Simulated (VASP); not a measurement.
Set up this calculation in VASP 6.6.1, as the native input.

```yaml
Task: single point
Functional: PBE
Potentials_or_basis: VASP PAW PBE potentials, release 64 (Ti_sv)
Cutoff: 520 eV
k_mesh: 18 × 18 × 18
Occupations: gaussian, width 0.05 eV
Spin: no spin polarisation
Dipole_correction: no
Further_INCAR_settings: ALGO = Normal; EDIFF = 1e-06; NBANDS = 12
```

The structure of Ti lies in POSCAR:

```
Ti
1.0
    0.0000000000      2.0666285835      2.0666285835
    2.0666285835      0.0000000000      2.0666285835
    2.0666285835      2.0666285835      0.0000000000
Ti
1
Direct
    0.0000000000      0.0000000000      0.0000000000
```

The cell was built by a generator and needn't be a form met in nature.

These files were run (other wordings do the same):

INCAR

```
  ALGO = Normal
  EDIFF = 1E-6
  ENCUT = 520
  GGA = PE
  ISIF = 2
  ISMEAR = 0
  LASPH = T
  LCHARG = F
  LREAL = F
  LWAVE = F
  NBANDS = 12
  NELM = 60
  PREC = Accurate
  SIGMA = 0.05
```

KPOINTS

```
k-points
0
Gamma
  18 18 18
```

Potentials or basis: VASP PAW PBE potentials, release 64 (Ti_sv).

Run with:

```console
$ cat potpaw_PBE.64/Ti_sv/POTCAR > POTCAR
$ mpirun -np 1 vasp_std > vasp.out
```

It gave:

```
Pressure               : -1.9 GPa
Band gap on the k mesh : none (metal or under the smearing width)
```

It took 45 s on 1 thread of Intel(R) Xeon(R) Platinum 8175M CPU @ 2.50GHz (Skylake/Cascade Lake), on a shared host, peak memory 0.17 GiB.
